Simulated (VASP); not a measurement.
LiH, 2 atoms in the cell. It takes space group Fm-3m (No. 225, cubic). The conventional cell has a = 3.972 Å, b = 3.972 Å, c = 3.972 Å, α = 90.00°, β = 90.00°, γ = 90.00°. Li (site symmetry m-3m) has 6 H at 1.99 Å as nearest neighbours. H (site symmetry m-3m) has 6 Li at 1.99 Å as nearest neighbours. 

| Item | Value |
| --- | --- |
| Program | VASP 6.6.1 |
| Task | optical spectrum |
| Functional | PBE |
| Potentials or basis | VASP PAW PBE potentials, release 64 (Li_sv, H) |
| Cutoff | 520 eV |
| k mesh | 12 × 12 × 12 |
| Occupations | gaussian, width 0.03 eV |
| Spin | no spin polarisation |
| Further INCAR settings | ALGO = Normal; EDIFF = 1e-06; NBANDS = 34 |

Potentials or basis: VASP PAW PBE potentials, release 64 (Li_sv, H).

Run with:

```console
$ cat potpaw_PBE.64/Li_sv/POTCAR potpaw_PBE.64/H/POTCAR > POTCAR
$ mpirun -np 1 vasp_std > vasp.out
```

Hardware: 1 thread of Intel(R) Xeon(R) Platinum 8488C (Sapphire Rapids) (shared host).

Question: How long does it take, and how much memory?

Answer: Wall time 16 s on 1 thread of Intel(R) Xeon(R) Platinum 8488C (Sapphire Rapids), on a shared host, peak memory 0.15 GiB. Counts: scf iterations 11, k points 72.
